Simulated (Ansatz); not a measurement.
**BN: random displacements**

Level of theory: DFT PBE, scalar-relativistic, plane waves, PAW in Ansatz 0.2.0. The runs took a 420 eV cutoff, a Γ-centred 6×6×6 mesh and Gaussian smearing (0.05 eV). No spin polarisation. Energies are free energies at this smearing, counted from the undisturbed cell; pressure is positive in compression.

The starting cell (relaxed at this level):

```yaml
crystal:
  lattice:
    - [3.62470, 0.00000, 0.00000]
    - [0.00000, -3.62470, 0.00000]
    - [0.00000, 0.00000, -3.62470]
  atoms:
    - { symbol: B, position: [0.00000, 0.00000, 0.00000] }
    - { symbol: B, position: [0.50000, 0.50000, 0.00000] }
    - { symbol: B, position: [0.50000, 0.00000, 0.50000] }
    - { symbol: B, position: [0.00000, 0.50000, 0.50000] }
    - { symbol: N, position: [0.75000, 0.75000, 0.75000] }
    - { symbol: N, position: [0.25000, 0.25000, 0.75000] }
    - { symbol: N, position: [0.25000, 0.75000, 0.25000] }
    - { symbol: N, position: [0.75000, 0.25000, 0.25000] }
```

The atoms are displaced (Å, in the unstrained cell):

```csv
atom,ux,uy,uz
B1,0.015,0.019,0.042
B2,0.037,-0.150,-0.070
B3,0.021,0.148,-0.096
B4,-0.091,0.002,-0.113
N5,0.043,0.051,0.140
N6,-0.124,-0.123,-0.016
N7,-0.074,0.071,0.142
N8,0.173,-0.018,-0.029
```

Strain (Voigt, engineering shear): (-0.0418, -0.0214, -0.0733, -0.0104, -0.0147, 0.0350).

Question: What are the energy change, the stress and the forces?

Answer: ΔE = 823.0 meV/atom; stress (xx, yy, zz, yz, xz, xy; compression positive) (93.07, 80.65, 109.09, 15.90, 14.87, 9.21) GPa; gap on the mesh 1.75 eV.
```tsv
atom	Fx (eV/Å)	Fy	Fz
B1	0.27	-2.27	-0.66
B2	0.78	7.25	2.80
B3	-3.37	-6.72	5.67
B4	6.52	4.07	7.19
N5	-5.20	-5.72	-8.67
N6	7.85	5.49	-1.01
N7	2.13	-5.28	-6.61
N8	-8.98	3.18	1.29
```

Cost: 1 run of about 0.16 core-minutes, on Arm Neoverse V2 (shared hosts).